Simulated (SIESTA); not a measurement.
The system is LaB6.

```
La B
1.0
     4.15700    0.00000    0.00000
     0.00000    4.15700    0.00000
     0.00000    0.00000    4.15700
La B
1 6
Direct
  0.00000 0.00000 0.00000
  0.50000 0.50000 0.80250
  0.50000 0.50000 0.19750
  0.50000 0.80250 0.50000
  0.80250 0.50000 0.50000
  0.50000 0.19750 0.50000
  0.19750 0.50000 0.50000
```

```yaml
Program: SIESTA 5.4.2
Task: single point
Functional: PBEsol
Potentials_or_basis: PseudoDojo 0.4 standard (PBEsol files)
Basis: DZP (energy shift 0.003 Ry; two zetas on semicore shells)
Grid_cutoff: 800 Ry
Energy_shift: 0.003 Ry
k_mesh: 7 × 7 × 7
Occupations: fermi-dirac, width 0.05 eV
Spin: no spin polarisation
```

On this cell: pressure 1.8 GPa; largest force 0.554 eV/Å; band gap on the k mesh none (metal or under the smearing width).

The same run follows on a disturbed copy (atoms moved at random, drawn with an rms of 0.05 Å):

```
La B
1.0
     4.15700    0.00000    0.00000
     0.00000    4.15700    0.00000
     0.00000    0.00000    4.15700
La B
1 6
Direct
  0.99531 0.99804 0.00719
  0.49845 0.50860 0.79065
  0.50684 0.49228 0.20137
  0.50270 0.81921 0.49794
  0.80831 0.48279 0.50639
  0.50849 0.19956 0.48900
  0.19496 0.49547 0.49603
```

Q: What does the disturbed cell give?

A: The energy (extrapolated to zero smearing) moves by +40.6 meV/atom; pressure 2.7 GPa; largest force 3.383 eV/Å; band gap on the k mesh none (metal or under the smearing width).

Forces in eV/Å, atoms in the order of the input:
```
La   0.160 -0.054 -0.202
B    0.136 -0.224  1.110
B   -0.301  1.055 -1.058
B   -0.033 -3.380 -0.138
B   -1.136  1.145 -0.390
B   -0.534  1.135  0.608
B    1.708  0.325  0.069
```

Stress tensor (GPa, compression positive):
```
 2.85  2.02 -0.35
 2.02  3.24 -2.57
-0.35 -2.57  2.15
```

Caveats: the basis of atomic orbitals isn't converged, which shifts pressures, moduli and gaps.
